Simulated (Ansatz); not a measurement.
**Compressing HfN: a fit and a missing row**

HfN, Fm-3m, a = 4.548 Å. Ansatz: PBE, PAW, 420 eV, Γ-centred 16×16×16 mesh on 2 atoms, Gaussian smearing 0.10 eV; no spin polarisation. Symmetry fixes shape and atoms, so the cell is only scaled; pressure is positive in compression.

```tsv
V (Å³/atom)	P (GPa)
11.052	?
11.405	8.56
11.757	0.00
12.110	-7.31
12.463	-13.55
```

Q: Take V0 = 11.757 Å³/atom, fit the third-order Birch–Murnaghan form to the other rows, and predict the missing pressure.

A: With the Eulerian strain f = ½[(V0/V)^(2/3) − 1] and y = P/[3f(1 + 2f)^(5/2)], the form is the line y = B0 + 1.5 B0 (B0′ − 4) f. Rows (f, y): 0.01024, 264.9; -0.00976, 262.3; -0.01907, 261.0. Means f = -0.006197, y = 262.73; Σ(Δf)² = 0.0004486, ΣΔfΔy = 0.05947; the slope is their ratio. y = 263.6 + 132.6 f GPa, so B0 = 263.6 GPa and B0′ = 4 + 2 × (132.6)/(3 × 263.6) = 4.34. At V = 11.052, f = 0.02104, y = 266.39 and P = 18.64 GPa. The run gave 18.59 GPa, so the fit is 0.05 GPa too high, a small miss on the scale of the series. The form still works here, 33 % of the fitted range beyond its end.

The cell has an odd number of electrons and ran without spin polarisation, so a magnetic or disproportionated state may lie lower. Spin–orbit coupling is left out, which can shift energies with elements as heavy as these.